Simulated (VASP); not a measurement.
A run of VASP 6.6.1 is set up as follows.

File INCAR:

```
PREC = Accurate
ENCUT = 600
EDIFF = 1E-7
ISMEAR = 0
SIGMA = 0.03
LREAL = False
LASPH = True
NELM = 80
ALGO = Normal
ISIF = 2
LWAVE = False
LCHARG = False
METAGGA = R2SCAN
LMIXTAU = True
IBRION = 2
NSW = 40
EDIFFG = -0.01
```

File KPOINTS:

```
regular mesh
0
Gamma
  8 8 8
```

File POSCAR:

```
ZnSe                                    
1.0
    0.0000000000      2.8893788162      2.8893788162
    2.8893788162      0.0000000000      2.8893788162
    2.8893788162      2.8893788162      0.0000000000
  Zn              Se            
     1     1
Direct
     0.0000000000000000    0.0000000000000000    0.0000000000000000
     0.2500000000000000    0.2500000000000000    0.2500000000000000
```

Potentials or basis: VASP PAW PBE potentials, release 64 (Zn, Se).

Command:

```bash
$ cat potpaw_PBE.64/Zn/POTCAR potpaw_PBE.64/Se/POTCAR > POTCAR
$ mpirun -np 1 vasp_std > vasp.out
```

Q: What does it give for the band gap on the k mesh?

A: 1.62 eV, direct.

Final structure:
```
CELL_PARAMETERS angstrom
0.00000 2.88938 2.88938
2.88938 0.00000 2.88938
2.88938 2.88938 0.00000
ATOMIC_POSITIONS crystal
Zn 0.00000 0.00000 0.00000
Se 0.25000 0.25000 0.25000
```

Caveat: the relaxation stopped at its first step, so nothing moved.
